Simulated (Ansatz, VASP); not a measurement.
**Two plane-wave programs on BiTe**

INCAR

```
SYSTEM = BiTe
ALGO = Normal ; EDIFF = 1E-6
ENCUT = 520 ; GGA = PE
ISIF = 2 ; ISMEAR = -1
LASPH = .True. ; LCHARG = .False.
LREAL = .False. ; LWAVE = .False.
NBANDS = 18 ; NELM = 100
PREC = Accurate ; SIGMA = 0.05
```

The input KPOINTS:

```
k-points
0
Gamma
  7 7 7
  0 0 0
```

File POSCAR:

```
BiTe
1.0
    2.3899644647      1.3798466271      3.2724581889
   -2.3899644647      1.3798466271      3.2724581889
    0.0000000000     -2.7596932542      3.2724581889
Bi Te
1 1
Direct
    0.5000000000      0.5000000000      0.5000000000
    0.0000000000      0.0000000000      0.0000000000
```

Contents of input.yaml:

```yaml
crystal:
  lattice:
    - [2.3899644647, 1.3798466271, 3.2724581889]
    - [-2.3899644647, 1.3798466271, 3.2724581889]
    - [0.0, -2.7596932542, 3.2724581889]
  atoms:
    - { symbol: Bi, position: [0.5, 0.5, 0.5] }
    - { symbol: Te, position: [0.0, 0.0, 0.0] }
hamiltonian:
  xc: pbe
  pseudopotentials: { kind: paw }
kpoints:
  mp_grid: { grid: [7, 7, 7] }
scf:
  occupations: { method: fermi_dirac, width: 0.05 }
output:
  forces: true
  stress: true
  eigenvalues: true
```

The cell comes from a database or a generator and needn't be the stable form of this composition.

Alike in both runs: task single point; functional PBE; k mesh 7 × 7 × 7; occupations fermi-dirac, width 0.05 eV; no spin polarisation.

```csv
,VASP,Ansatz
version,VASP 6.6.1,Ansatz 0.2.0
potentials or method,"VASP PAW PBE potentials, release 64 (Bi_d, Te)",Ansatz PAW
plane-wave cutoff (eV),520,420
valence electrons in the cell,21,31
```

|  | VASP | Ansatz | Ansatz less VASP |
| --- | --- | --- | --- |
| gap on the k mesh at the Fermi level (eV) | none | none | - |
| pressure (GPa) | 2.2 | 2.3 | +0.09 |
| largest component of the traceless stress (GPa) | 0.49 | 0.49 | 0.000 |

A gap of «none» marks a metal or a gap that the smearing closes. The two sets of potentials don't hold the same shells in valence.

Caveats: spin-orbit coupling is left out, which moves the levels of the heavy elements.
